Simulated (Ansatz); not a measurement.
Runs of Ansatz 0.2.0 on Cu. The typed cell holds 1 atom: a = 2.565 Å, b = 2.598 Å, c = 2.506 Å, α = 59.95°, β = 60.31°, γ = 59.68°. 

| level | cutoff (eV) | gap on the mesh (eV) | pressure (GPa) | relaxed volume (Å³/atom) |
| --- | --- | --- | --- | --- |
| PBEsol | 420 | none | 0.0 | (b) |
| RPBE | 420 | none | 0.0 | 12.38 |
| BLYP | 420 | none | 0.0 | 12.68 |
| r2SCAN | 500 | none | 0.0 | 11.44 |
| LDA | 420 | none | 0.0 | 10.89 |
| revPBE | 420 | none | 0.0 | (a) |

Alike in all rows: task relaxation of cell and atoms; potentials or basis Ansatz PAW; no spin polarisation; cell relaxed from: cell sheared at random, sigma 0.01, atoms nudged by 0.01 Å; k mesh 13 × 12 × 13; smearing fermi-dirac 0.05 eV.

Estimate the missing entries.

(a) 12.26; (b) 11.31.

Caveats: the plane-wave basis is chosen anew once the cell has moved, so the energies of steps on either side of that aren't comparable; the PAW data sets come from PBE, with cores solved anew for the run's functional, which leaves a small shift of forces and pressure.

A gap of «none» marks a metal or a gap under the smearing width.

Runs at the PBE level aren't shown here.
